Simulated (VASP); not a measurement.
Wanted: the native input for a VASP 6.6.1 run.

* Task: single point
* Functional: PBEsol
* Potentials or basis: VASP PAW PBE potentials, release 64 (Zr_sv, S)
* Cutoff: 520 eV
* k mesh: 9 × 9 × 6
* Occupations: gaussian, width 0.02 eV
* Spin: no spin polarisation
* Further INCAR settings: ALGO = Normal; EDIFF = 1e-06; NBANDS = 19

The structure of ZrS2 lies in POSCAR:

```
ZrS2
1.0
    3.6913825500      0.0000000000      0.0000000000
   -1.8456912700      3.1968310600      0.0000000000
    0.0000000000      0.0000000000      6.0410770100
Zr S
1 2
Direct
    0.0000000000      0.0000000000      0.0000000000
    0.6666666700      0.3333333300      0.7620900300
    0.3333333300      0.6666666700      0.2379099700
```

The cell is a database's computed one.

One way to write it, as run:

INCAR

```
PREC     = Accurate       # precision mode
ENCUT    = 520            # plane-wave cutoff, eV
EDIFF    = 1E-6           # SCF threshold, eV
ISMEAR   = 0              # smearing method
SIGMA    = 0.02           # smearing width, eV
LREAL    = False          # projectors in reciprocal space
LASPH    = True           # aspherical terms in the spheres
NELM     = 100            # most SCF steps
ALGO     = Normal         # electronic algorithm
ISIF     = 2              # what is computed and relaxed
LWAVE    = False          # write WAVECAR
LCHARG   = False          # write CHGCAR
GGA      = PS             # functional
NBANDS   = 19             # bands
```

KPOINTS

```
Automatic mesh
0
Gamma
  9 9 6
```

Potentials or basis: VASP PAW PBE potentials, release 64 (Zr_sv, S).

Run with:

```sh
$ cat potpaw_PBE.64/Zr_sv/POTCAR potpaw_PBE.64/S/POTCAR > POTCAR
$ mpirun -np 1 vasp_std > vasp.out
```

It gave:

```
Pressure               : -2.5 GPa
Largest force          : 0.134 eV/Å
Band gap on the k mesh : 0.99 eV, indirect (least direct gap 1.59 eV)
```

Caveat: the PAW data sets were made with another functional, which shifts forces and pressure a little; an odd mesh through Γ misses points on the zone boundary, where band edges often lie; this functional lacks dispersion, which binds the layers, so the pressure and a relaxed spacing across them are unreliable.

Run time: 59 s on 1 thread of Intel(R) Xeon(R) Platinum 8488C (Sapphire Rapids), on a shared host, peak memory 0.22 GiB.
